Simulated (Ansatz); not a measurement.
# Pressure against volume: Sc

```cif
data_structure
_symmetry_space_group_name_H-M 'Im-3m'
_symmetry_Int_Tables_number 229
_cell_length_a 3.6775
_cell_length_b 3.6775
_cell_length_c 3.6775
_cell_angle_alpha 90.000
_cell_angle_beta 90.000
_cell_angle_gamma 90.000
_cell_volume 49.73
loop_
_atom_site_label
_atom_site_type_symbol
_atom_site_symmetry_multiplicity
_atom_site_Wyckoff_symbol
_atom_site_fract_x
_atom_site_fract_y
_atom_site_fract_z
_atom_site_occupancy
Sc1 Sc 2 a 0.00000 0.00000 0.00000 1
```

The runs use the primitive cell with vectors (-1.839, 1.839, 1.839), (1.839, -1.839, 1.839), (1.839, 1.839, -1.839) Å, to which the k mesh refers.

The structure comes from a relaxation in the same program, started in the bcc type, and has space group Im-3m. Whether it is a known phase or the ground state wasn't checked.

Spin polarisation is left out, and whether a magnetic state lies lower isn't shown here.

Levels of theory: DFT, PBE, all-electron LAPW, scalar-relativistic (Ansatz 0.2.0); DFT, PBE, PAW with Ansatz's default frozen-core files, scalar-relativistic (Ansatz 0.2.0).

For LAPW: a Γ-centred 13×13×13 k mesh, Fermi–Dirac smearing of 0.05 eV, basis error target 1 meV/atom, no spin polarisation. PAW takes a cutoff of 420 eV at this cell. The Ansatz runs share mesh, smearing and spin set-up. Plane-wave (PAW) pressures include the program's estimate of the Pulay term.

The cell above is scaled evenly, with fractional coordinates and shape held.

```json
{"V/V(cell)": "0.9600", "V (Å³/atom)": "23.872", "P, LAPW (GPa)": "2.33", "P, PAW (GPa)": "2.33", "free energy over the lowest listed, PAW (meV/atom)": "7.0"}
{"V/V(cell)": "0.9800", "V (Å³/atom)": "24.369", "P, LAPW (GPa)": "1.11", "P, PAW (GPa)": "1.11", "free energy over the lowest listed, PAW (meV/atom)": "1.7"}
{"V/V(cell)": "1.0000", "V (Å³/atom)": "24.866", "P, LAPW (GPa)": "0.00", "P, PAW (GPa)": "0.00", "free energy over the lowest listed, PAW (meV/atom)": "0.0"}
{"V/V(cell)": "1.0200", "V (Å³/atom)": "25.364", "P, LAPW (GPa)": "-1.02", "P, PAW (GPa)": "-1.03", "free energy over the lowest listed, PAW (meV/atom)": "1.6"}
{"V/V(cell)": "1.0400", "V (Å³/atom)": "25.861", "P, LAPW (GPa)": "-1.96", "P, PAW (GPa)": "-1.96", "free energy over the lowest listed, PAW (meV/atom)": "6.3"}
```

Q: What do Birch–Murnaghan fits to the pressures give?

A: LAPW: V0 = 24.87 Å³/atom, B0 = 53 GPa, B0′ = 3.4; PAW: V0 = 24.86 Å³/atom, B0 = 53 GPa, B0′ = 3.4.

PAW's V0 lies -0.01 % from the all-electron value and its B0 0.0 %. Symmetry fixes shape and coordinates here, so this is the relaxed modulus.
